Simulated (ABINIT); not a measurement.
Crystal: Ru.

```
CELL_PARAMETERS angstrom
2.70580 0.00000 0.00000
-1.35290 2.34329 0.00000
0.00000 0.00000 4.28190
ATOMIC_POSITIONS crystal
Ru 0.66667 0.33333 0.75000
Ru 0.33333 0.66667 0.25000
```

| Property | Result |
| --- | --- |
| Program | ABINIT 10.8.3 (patched build) |
| Task | single point |
| Functional | PBEsol |
| Potentials or basis | PseudoDojo NC SR PBEsol v0.4.1 standard |
| Cutoff | 1143 eV |
| k mesh | 11 × 11 × 6 |
| Occupations | fermi-dirac, width 0.05 eV |
| Spin | no spin polarisation |

On this cell: pressure -5.7 GPa; largest force under 0.003 eV/Å; band gap on the k mesh none (metal or under the smearing width).

The same run follows on a disturbed copy (atoms moved at random, drawn with an rms of 0.05 Å):

```
Ru
1.0
     2.70580    0.00000    0.00000
    -1.35290    2.34329    0.00000
     0.00000    0.00000    4.28190
Ru
2
Cartesian
  1.3541 0.8057 3.1908
  -0.0504 1.5944 1.0434
```

Task: What changes?

Result: The energy (extrapolated to zero smearing) moves by +4.7 meV/atom; pressure -5.6 GPa; largest force 0.349 eV/Å; band gap on the k mesh none (metal or under the smearing width).

Forces on the atoms (eV/Å):
```
Ru  -0.337  0.050 -0.078
Ru   0.337 -0.050  0.078
```

Stress tensor (GPa, compression positive):
```
-5.73  0.96  0.05
 0.96 -5.37 -0.01
 0.05 -0.01 -5.66
```
